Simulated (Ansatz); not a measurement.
A series in volume scale on AlAs

All results are calculated (Ansatz 0.2.0). Periodic Kohn-Sham DFT of a crystal at fixed atoms, scaled to volume_scale times the given cell; pressure positive in compression, energy less spherical unpolarised free atoms, largest_vzz the field gradient of largest size among the nuclei.

The cell before it is scaled or strained (space group F-43m, No. 216):
```
cell vectors (Å)
   0.0000     2.8304     2.8304
   2.8304     0.0000     2.8304
   2.8304     2.8304     0.0000
atoms (fractions of the cell vectors)
Al  0.00000  0.00000  0.00000
As  0.75000  0.75000  0.75000
```

Settings of every row: method all-electron LAPW; functional PBE; relativity scalar; k mesh 11x11x11; filling fermi-dirac; smearing width 0.05 eV; basis error target 1 meV/atom; nucleus gaussian.

Atom start moment: 0 on all atoms.

| row | volume scale | V (Å³/atom) | energy less free atoms (eV/atom) | pressure (GPa) |
| --- | --- | --- | --- | --- |
| 1 | 0.9405 | 21.326 | ? | ? |
| 2 | 0.97 | 21.995 | -4.6706 | 5.093 |
| 3 | 1 | 22.675 | -4.6867 | 2.57 |
| 4 | 1.03 | 23.355 | -4.6929 | 0.405 |
| 5 | 1.06 | 24.035 | -4.6906 | -1.45 |

Question: what energy less free atoms and pressure should row 1 give?

Worked fit of energy less free atoms. Take u = (V_r/V)^(2/3) − 1 with V_r = 23.015 Å³ an atom, which is twice the finite (Eulerian) strain; such expansions in the strain, on which the Birch-Murnaghan equation of state is built, carry the rest volume and the bulk modulus. The shown rows have u = 0.03068, 0.00997, -0.00973, -0.0285. Least squares give energy less free atoms = −4.69095 + 0.313 × u + 11.41 × u² eV/atom; a straight line predicts inner rows, each left out in turn, worse (root mean square 0.0063 against 2.2e-05 eV/atom). All shown rows lie on it to the printed digit. Its lowest point lies at u = -0.0137, or V = 23.5 Å³ an atom, and the curvature there gives the bulk modulus at fixed shape and fractions, B = (4/9)(1 + u)² E″(u)/V = 67.3 GPa. The withheld row has u = 0.05213, so the fit gives −4.69095 + 0.313 × (0.05213) + 11.41 × (0.05213)² = -4.6436 eV/atom.

The calculation gave -4.6435 eV/atom. The fit lies 0.0001 eV/atom (0.2 % of the column's range) below it, one unit of the last digit. This row lies beyond the range of the fit.

Worked fit of pressure. Take u = (V_r/V)^(2/3) − 1 with V_r = 23.015 Å³ an atom, which is twice the finite (Eulerian) strain; such expansions in the strain, on which the Birch-Murnaghan equation of state is built, carry the rest volume and the bulk modulus. The shown rows have u = 0.03068, 0.00997, -0.00973, -0.0285. Least squares give pressure = 1.446 + 109.915 × u + 291.67 × u² GPa; a straight line predicts inner rows, each left out in turn, worse (root mean square 0.16 against 0.0019 GPa). The rows lie off it by 0.000, -0.001, 0.001, 0.000. The pressure vanishes at u = -0.0137, or V = 23.49 Å³ an atom, and there the bulk modulus at fixed shape and fractions is B = −V dP/dV = (2/3)(1 + u) dP/du = 67 GPa. The withheld row has u = 0.05213, so the fit gives 1.446 + 109.915 × (0.05213) + 291.67 × (0.05213)² = 7.968 GPa.

The calculation gave 7.981 GPa. The fit lies 0.013 GPa (0.14 % of the column's range) below it; its largest miss of a shown row is 0.001 GPa. This row lies beyond the range of the fit.
